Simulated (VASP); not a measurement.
# CoH (Fm-3m) in VASP: further runs

Runs on CoH. Level: LDA. Tasks: single point.

Everything below comes from runs of VASP 6.6.1. Logs are shortened: lines on timing, memory, paths and dates and some standing lists are left out, and cuts for length are marked.

## 1. The crystal as given

It takes space group Fm-3m (No. 225, cubic). Conventional cell: a = 3.686 Å, b = 3.686 Å, c = 3.686 Å, α = 90.00°, β = 90.00°, γ = 90.00°. Around Co (site symmetry m-3m) lie 6 H at 1.84 Å. Around H (site symmetry m-3m) lie 6 Co at 1.84 Å.

The cell comes from a database or a generator and needn't be the stable form of this composition.

## 2. Single point, LDA, collinear spin, ferromagnetic start

Input file INCAR:

```
  PREC = Accurate
  ENCUT = 460
  EDIFF = 1E-6
  ISMEAR = 0
  SIGMA = 0.05
  LREAL = False
  LASPH = True
  NELM = 100
  ALGO = Normal
  ISIF = 2
  LWAVE = False
  LCHARG = False
  ISPIN = 2
  MAGMOM = 2 0
  LORBIT = 11
  LMAXMIX = 4
  GGA = CA
  ADDGRID = False
```

Input file KPOINTS:

```
Automatic mesh
0
Gamma
  4 4 4
```

Input file POSCAR:

```
CoH
1.0
    0.0000000000      1.8429617100      1.8429617100
    1.8429617100      0.0000000000      1.8429617100
    1.8429617100      1.8429617100      0.0000000000
Co H
1 1
Direct
    0.0000000000      0.0000000000      0.0000000000
    0.5000000000      0.5000000000      0.5000000000
```

Potentials or basis: VASP PAW LDA potentials, release 64 (Co, H_s).

Started as:

```bash
cat potpaw_LDA.64/Co/POTCAR potpaw_LDA.64/H_s/POTCAR > POTCAR
mpirun -np 1 vasp_std > vasp.out
```

OUTCAR:

```text
PREC = Accurate
   ENCUT = 460
   EDIFF = 1E-6
   ISMEAR = 0
   LREAL = False
   LASPH = True
   NELM = 100
   ISIF = 2
   ISPIN = 2
   LORBIT = 11
   GGA = CA

 Found      8 irreducible k-points:

 Following reciprocal coordinates:
            Coordinates               Weight
  0.000000  0.000000  0.000000      1.000000
  0.250000  0.000000  0.000000      8.000000
  0.500000  0.000000  0.000000      4.000000
  0.250000  0.250000  0.000000      6.000000
  0.500000  0.250000  0.000000     24.000000
 -0.250000  0.250000  0.000000     12.000000
   k-points           NKPTS =      8   k-points in BZ     NKDIM =      8   number of bands    NBANDS=     10
   number of dos      NEDOS =    301   number of ions     NIONS =      2
   total plane-waves  NPLWV =   5832
   dimension x,y,z NGX =    18 NGY =   18 NGZ =   18
   dimension x,y,z NGXF=    36 NGYF=   36 NGZF=   36
   ions per type =               1   1
   NGX,Y,Z   is equivalent  to a cutoff of  11.48, 11.48, 11.48 a.u.
   NGXF,Y,Z  is equivalent  to a cutoff of  22.96, 22.96, 22.96 a.u.
 SYSTEM =  unknown system
   PREC   = accura    normal or accurate (medium, high low for compatibility)
   ISTART =      0    job   : 0-new  1-cont  2-samecut
   ICHARG =      2    charge: 1-file 2-atom 10-const
   ISPIN  =      2    spin polarized calculation?
   LNONCOLLINEAR =      F non collinear calculations
   LSORBIT =      F    spin-orbit coupling
   LASPH  =      T    aspherical Exc in radial PAW
   ENCUT  =  460.0 eV  33.81 Ry    5.81 a.u.   4.56  4.56  4.56*2*pi/ulx,y,z
   NELM   =    100;   NELMIN=  2; NELMDL= -5     # of ELM steps
   EDIFF  = 0.1E-05   stopping-criterion for ELM
[... 18 lines left out ...]
     AMIX     =   0.40;   BMIX     =  1.00
     AMIX_MAG =   1.60;   BMIX_MAG =  1.00
  volume/ion in A,a.u.               =       6.26        42.24
  Fermi-wavevector in a.u.,A,eV,Ry     =   1.518968  2.870433 31.392214  2.307263
  Thomas-Fermi vector in A             =   2.628017
   LORBIT       =     11    0 simple, 1 ext, 2 COOP (PROOUT), +10 PAW based schemes
   GGA     = CA    functional components
[... 5 lines left out ...]
 spin polarized calculation
 Gauss-broadening in eV      SIGMA  =   0.05
  energy-cutoff  :      460.00
  volume of cell :       12.52
 maximum number of plane-waves:       290
   NGX =  9   NGY =  9   NGZ =  9

 number of electron      10.0000000 magnetization       2.0000000

 number of electron       9.9999992 magnetization       0.8746693

 Free energy of the ion-electron system (eV)
  ---------------------------------------------------
  ext. energy  EPLUGINS =         0.00000000
  ---------------------------------------------------
  free energy    TOTEN  =       -11.79615218 eV

  energy without entropy =      -11.79399560  energy(sigma->0) =      -11.79507389

 E-fermi :  10.1781     XC(G=0): -13.6929

 val. band max:       10.1545467707   @ k =  -0.2500   0.2500   0.0000
 cond. band min:      10.2618649243   @ k =   0.5000   0.5000   0.0000
 fundamental gap:      0.1073181535
 Fermi energy:        10.1781454082

 spin component 1

 k-point     1 :       0.0000    0.0000    0.0000
  band No.  band energies     occupation
      1      -2.4251      1.00000
      2       7.6747      1.00000
      3       7.6747      1.00000
      4       7.6747      1.00000
      5       8.6985      1.00000
      6       8.6985      1.00000
      7      25.0711      0.00000
      8      30.6376      0.00000
      9      31.1437      0.00000
     10      31.1437      0.00000

 k-point     2 :       0.2500    0.0000    0.0000
  band No.  band energies     occupation
      1      -0.4275      1.00000
      2       6.9704      1.00000
      3       7.7981      1.00000
      4       7.7981      1.00000
      5       8.7881      1.00000
      6       8.7881      1.00000
      7      18.6944      0.00000
      8      25.6528      0.00000
      9      30.5972      0.00000
     10      30.5972      0.00000

 k-point     3 :       0.5000    0.0000    0.0000
  band No.  band energies     occupation
      1       3.5981      1.00000
      2       4.7587      1.00000
      3       7.4508      1.00000
      4       7.4508      1.00000
      5       9.4650      1.00000
      6       9.4650      1.00000
      7      14.1811      0.00000
      8      22.6663      0.00000
      9      30.9058      0.00000
     10      30.9058      0.00000

 k-point     4 :       0.2500    0.2500    0.0000
  band No.  band energies     occupation
      1      -0.0106      1.00000
      2       6.7306      1.00000
      3       7.7711      1.00000
      4       8.4903      1.00000
      5       8.4903      1.00000
      6       9.0539      1.00000
      7      19.9500      0.00000
      8      25.0882      0.00000
      9      25.0882      0.00000
     10      28.1790      0.00000

 k-point     5 :       0.5000    0.2500    0.0000
  band No.  band energies     occupation
      1       2.5152      1.00000
      2       6.0684      1.00000
      3       7.3662      1.00000
      4       8.3540      1.00000
      5       9.5314      1.00000
      6      10.5126      0.00000
      7      15.1262      0.00000
      8      19.4549      0.00000
      9      24.2920      0.00000
     10      26.6227      0.00000

 k-point     6 :      -0.2500    0.2500    0.0000
  band No.  band energies     occupation
      1       2.0615      1.00000
      2       6.5656      1.00000
      3       6.8584      1.00000
      4       8.0887      1.00000
      5       8.7461      1.00000
      6      10.1545      0.74776
      7      16.9102      0.00000
      8      19.0977      0.00000
      9      26.8408      0.00000
     10      28.7840      0.00000

 [... further k-points ...]

 spin component 2

 k-point     1 :       0.0000    0.0000    0.0000
  band No.  band energies     occupation
      1      -2.3881      1.00000
      2       8.5121      1.00000
      3       8.5121      1.00000
      4       8.5121      1.00000
      5       9.4995      1.00000
      6       9.4995      1.00000
      7      25.0661      0.00000
      8      30.6296      0.00000
      9      31.2033      0.00000
     10      31.2033      0.00000

 k-point     2 :       0.2500    0.0000    0.0000
  band No.  band energies     occupation
      1      -0.3897      1.00000
      2       7.6845      1.00000
      3       8.5962      1.00000
      4       8.5962      1.00000
      5       9.6303      1.00000
      6       9.6303      1.00000
      7      18.8812      0.00000
      8      25.7909      0.00000
      9      30.7822      0.00000
     10      30.7822      0.00000

 k-point     3 :       0.5000    0.0000    0.0000
  band No.  band energies     occupation
      1       3.6025      1.00000
      2       5.1990      1.00000
      3       8.1951      1.00000
      4       8.1951      1.00000
      5      10.3820      0.00000
      6      10.3820      0.00000
      7      14.7939      0.00000
      8      22.6758      0.00000
      9      31.0727      0.00000
     10      31.0727      0.00000

 k-point     4 :       0.2500    0.2500    0.0000
  band No.  band energies     occupation
      1       0.0400      1.00000
      2       7.4816      1.00000
      3       8.4231      1.00000
      4       9.3634      1.00000
      5       9.3634      1.00000
      6       9.8733      1.00000
      7      20.0872      0.00000
      8      25.2713      0.00000
      9      25.2713      0.00000
     10      28.4377      0.00000

 k-point     5 :       0.5000    0.2500    0.0000
  band No.  band energies     occupation
      1       2.6576      1.00000
      2       6.6593      1.00000
      3       8.0020      1.00000
      4       9.1407      1.00000
      5      10.4592      0.00000
      6      11.2582      0.00000
      7      15.5499      0.00000
      8      19.7165      0.00000
      9      24.4674      0.00000
     10      26.8401      0.00000

 k-point     6 :      -0.2500    0.2500    0.0000
  band No.  band energies     occupation
      1       2.1315      1.00000
      2       7.1847      1.00000
      3       7.5384      1.00000
      4       8.8285      1.00000
      5       9.6542      1.00000
      6      11.0037      0.00000
      7      17.2188      0.00000
      8      19.4631      0.00000
      9      26.9522      0.00000
     10      28.9945      0.00000

 [... further k-points ...]

------------------------ aborting loop because EDIFF is reached ----------------------------------------

  FORCE on cell =-STRESS in cart. coord.  units (eV):
  Direction    XX          YY          ZZ          XY          YZ          ZX
  --------------------------------------------------------------------------------------
  -------------------------------------------------------------------------------------
  Total       -1.1653859     -1.1653859     -1.1653859     -0.0000000      0.0000000      0.0000000
  in kB     -149.1424946   -149.1424946   -149.1424946     -0.0000000      0.0000000      0.0000000
  external PRESSURE =    -149.1424946 kB  Pullay stress =       0.0000000 kB

 VOLUME and BASIS-vectors are now :
 -----------------------------------------------------------------------------
  energy-cutoff  :      460.00
  volume of cell :       12.52
      direct lattice vectors                 reciprocal lattice vectors
     0.000000000  1.842961710  1.842961710    -0.271302435  0.271302435  0.271302435
     1.842961710  0.000000000  1.842961710     0.271302435 -0.271302435  0.271302435
     1.842961710  1.842961710  0.000000000     0.271302435  0.271302435 -0.271302435

 POSITION                                       TOTAL-FORCE (eV/Angst)
 -----------------------------------------------------------------------------------
      0.00000      0.00000      0.00000         0.000000     -0.000000     -0.000000
      1.84296      1.84296      1.84296        -0.000000      0.000000      0.000000
 -----------------------------------------------------------------------------------
    total drift:                               -0.000000      0.000000      0.000000

  FREE ENERGIE OF THE ION-ELECTRON SYSTEM (eV)
  ---------------------------------------------------
  free  energy   TOTEN  =       -11.7961521847 eV

  energy  without entropy=      -11.7939955970  energy(sigma->0) =      -11.79507389

 total charge

# of ion       s       p       d       tot
------------------------------------------
    1        0.407   0.507   7.499   8.413
    2        0.679   0.090   0.000   0.769
--------------------------------------------------
tot          1.086   0.597   7.499   9.182

 magnetization (x)

# of ion       s       p       d       tot
------------------------------------------
    1       -0.005  -0.014   0.915   0.896
    2       -0.009  -0.005   0.000  -0.014
--------------------------------------------------
tot         -0.013  -0.019   0.915   0.882
```

Wall time 3.4 s (1 thread of Intel Xeon 6975P-C (Granite Rapids), shared host); peak memory 0.11 GiB.

These settings aren't checked as converged: the numbers below hold their error.

What came out:

```
Free energy                                           : -11.7962 eV
Pressure                                              : -14.9 GPa
Band gap on the k mesh                                : none (metal or under the smearing width)
Net moment                                            : 0.87 μB per cell
Site moments                                          : Co +0.90; H -0.01 μB
Valence electrons inside the program's atomic spheres : Co 8.41; H 0.77
```

Caveat: the k mesh is coarse (spacing up to 0.74 Å⁻¹), so the values aren't converged.

## 3. Single point, LDA, collinear spin, ferromagnetic start

Changes to INCAR since step 2:

```diff
@@ -1,3 +1,3 @@
   PREC = Accurate
-  ENCUT = 460
+  ENCUT = 220
   EDIFF = 1E-6
```

Input file KPOINTS:

```
Automatic mesh
0
Gamma
  6 6 6
```

POSCAR is that of step 2.

Potentials or basis: VASP PAW LDA potentials, release 64 (Co, H_s).

Started as:

```bash
cat potpaw_LDA.64/Co/POTCAR potpaw_LDA.64/H_s/POTCAR > POTCAR
mpirun -np 1 vasp_std > vasp.out
```

Run time: 2.3 s. Hardware: 1 thread of Intel Xeon 6975P-C (Granite Rapids), shared host; peak memory 0.11 GiB.

The run converged, but a check on its numbers failed (symmetry, net force, bounds or a known fault of this set-up), so they aren't taken as properties of the crystal.

Caveat: the k mesh is coarse (spacing up to 0.49 Å⁻¹), so the values aren't converged; the cutoff lies under the usual one of these potentials, so the numbers hold a large basis-set error; a pressure of tens of GPa on the cell as given is suspect, and the run, the potentials or the cell itself is likely at fault.

## 4. Single point, LDA, collinear spin, ferromagnetic start

Changes to INCAR since step 3:

```diff
@@ -1,3 +1,3 @@
   PREC = Accurate
-  ENCUT = 220
+  ENCUT = 520
   EDIFF = 1E-6
```

Input file KPOINTS:

```
Automatic mesh
0
Gamma
  4 4 4
```

POSCAR is that of step 3.

Started as:

```bash
cat potpaw_LDA.64/Co/POTCAR potpaw_LDA.64/H_s/POTCAR > POTCAR
mpirun -np 1 vasp_std > vasp.out
```

Wall time 3.4 s (1 thread of Intel Xeon 6975P-C (Granite Rapids), shared host); peak memory 0.12 GiB.

The run converged, but some of its settings lie outside the range that counts as converged, so its numbers aren't taken as properties of the crystal.

What came out:

```
Free energy                                           : -11.7963 eV
Pressure                                              : -14.8 GPa
Band gap on the k mesh                                : none (metal or under the smearing width)
Net moment                                            : 0.87 μB per cell
Site moments                                          : Co +0.90; H -0.01 μB
Valence electrons inside the program's atomic spheres : Co 8.41; H 0.77
```

Caveat: the k mesh is coarse (spacing up to 0.74 Å⁻¹), so the values aren't converged.

## 5. Single point, LDA, collinear spin, ferromagnetic start

Changes to INCAR since step 4:

```diff
@@ -1,3 +1,3 @@
   PREC = Accurate
-  ENCUT = 520
+  ENCUT = 340
   EDIFF = 1E-6
```

Input file KPOINTS:

```
Automatic mesh
0
Gamma
  5 5 5
```

POSCAR is that of step 4.

Started as:

```bash
cat potpaw_LDA.64/Co/POTCAR potpaw_LDA.64/H_s/POTCAR > POTCAR
mpirun -np 1 vasp_std > vasp.out
```

Run time: 2 s. Hardware: 1 thread of Intel Xeon 6975P-C (Granite Rapids), shared host; peak memory 0.11 GiB.

The run converged, but some of its settings lie outside the range that counts as converged, so its numbers aren't taken as properties of the crystal.

What came out:

```yaml
Free_energy: -11.7953 eV
Pressure: -14.5 GPa
Band_gap_on_the_k_mesh: none (metal or under the smearing width)
Net_moment: 1.04 μB per cell
Site_moments: Co +1.06; H -0.02 μB
Valence_electrons_inside_the_program's_atomic_spheres: Co 8.39; H 0.77
```

Caveat: the k mesh is coarse (spacing up to 0.59 Å⁻¹), so the values aren't converged.
